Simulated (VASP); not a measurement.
Here is a VASP 6.6.1 calculation.

File INCAR:

```
SYSTEM = Ba
ALGO = Normal
DIPOL = 0.5 0.5 0.500
EDIFF = 1E-7
EDIFFG = -0.01
ENCUT = 520
GGA = PE
IBRION = 2
IDIPOL = 3
ISIF = 2
ISMEAR = 0
IVDW = 11
LASPH = .TRUE.
LCHARG = .FALSE.
LDIPOL = .TRUE.
LREAL = .FALSE.
LWAVE = .FALSE.
NELM = 80
NSW = 40
PREC = Accurate
SIGMA = 0.05
```

The input KPOINTS:

```
k-points
0
G
  7 7 1
  0 0 0
```

File POSCAR:

```
Ba
1.0
    4.5716786896      0.0000000000      0.0000000000
   -2.2858393448      3.9591898831      0.0000000000
    0.0000000000      0.0000000000     22.4655200383
Ba
3
Selective dynamics
Direct
    0.6666666667      0.3333333333      0.3338449316  F F F
    0.3333333333      0.6666666667      0.5000000000  T T T
    0.0000000000      0.0000000000      0.6661550684  T T T
```

Potentials or basis: VASP PAW PBE potentials, release 64 (Ba_sv).

Run with:

```sh
$ cat potpaw_PBE.64/Ba_sv/POTCAR > POTCAR
$ mpirun -np 1 vasp_std > vasp.out
```

(1) What does it give for the band gap on the k mesh?

(2) Predict the dispersion energy per atom.

(3) Estimate the energy gained by relaxing.

Answers

(1) none (metal or under the smearing width).

(2) -0.074 eV.

(3) 5.8 meV/atom.
